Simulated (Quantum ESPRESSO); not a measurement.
## V under changes of volume

One of the cells (13.610 Å³/atom); the others are scaled copies at fixed shape and fractional positions:

```
V
1.0
     0.00000    1.89500    1.89500
     1.89500    0.00000    1.89500
     1.89500    1.89500    0.00000
V
1
Direct
  0.00000 0.00000 0.00000
```

This isn't the form of V at room conditions, which is bcc.

| Quantity | Value |
| --- | --- |
| Program | Quantum ESPRESSO 7.5 |
| Functional | PBE |
| Potentials or basis | SSSP 1.3 efficiency PBE |
| Cutoff | 748 eV |
| Density cutoff | 5987 eV |
| k mesh | 12 × 12 × 12 |
| Occupations | fermi-dirac, width 0.05 eV |
| Spin | collinear spin, ferromagnetic start |
| Starting moments | [2.0] μB |

```csv
volume (Å³/atom),energy over the lowest point (meV/atom),pressure (GPa)
12.793,53.43,17.0
13.066,28.88,12.1
13.338,12.27,7.7
13.610,2.87,3.6
13.882,0.00,0.0
14.154,3.06,-3.3
14.427,?,?
```

Question: What does the run at 14.427 Å³/atom give?

Answer: Energy over the lowest point 11.50 meV/atom; pressure -6.3 GPa.

Worked out: A Birch-Murnaghan fit of order 3 (a polynomial in V^(-2/3)) to the other rows has its minimum at 13.87 Å³/atom with B0 = V·E''(V) = 179 GPa and B' = 3.7. It gives 11.60 meV/atom at 14.427 Å³/atom, against the run's 11.50, and -dE/dV = -6.5 GPa, against -6.3.

Energies are extrapolated to zero smearing.
